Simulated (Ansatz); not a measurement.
Crystal: TiSi2.

```
CELL_PARAMETERS angstrom
4.37464 0.00000 0.00000
-2.18732 3.78855 0.00000
0.00000 0.00000 2.56101
ATOMIC_POSITIONS crystal
Ti 0.00000 0.00000 0.00000
Si 0.33333 0.66667 0.50000
Si 0.66667 0.33333 0.50000
```

The cell was built by a generator and needn't be a form met in nature.

Base run:

| Property | Result |
| --- | --- |
| Program | Ansatz 0.2.0 |
| Functional | LDA |
| Potentials or basis | Ansatz PAW |
| Cutoff | 420 eV (not typed: the program's choice for these potentials) |
| k mesh | 7 × 7 × 10 |
| Occupations | fermi-dirac, width 0.05 eV |
| Spin | no spin polarisation |
| Hubbard terms | Ti d U = 3 eV |

Its results: band gap on the k mesh none (metal or under the smearing width); pressure -4.3 GPa.

After a change of settings the same cell gave: band gap on the k mesh none (metal or under the smearing width); pressure -1.1 GPa. Which change was it?
A. k mesh from 7 × 7 × 10 to 4 × 4 × 6; hubbard terms from Ti d U = 3 eV to none; hubbard projectors from ortho-atomic (the default) to none
B. hubbard terms from Ti d U = 3 eV to none; hubbard projectors from ortho-atomic (the default) to none
C. hubbard terms from Ti d U = 3 eV to Ti d U = 8 eV
D. hubbard terms from Ti d U = 3 eV to Ti d U = 5 eV

D.

Caveats: U without spin polarisation on a metal has little footing; the PAW data sets come from PBE, with cores solved anew for the run's functional, which leaves a small shift of forces and pressure; the U is typed as a test and isn't derived for this compound; the density of states is complete only up to the lowest level of the last band computed.
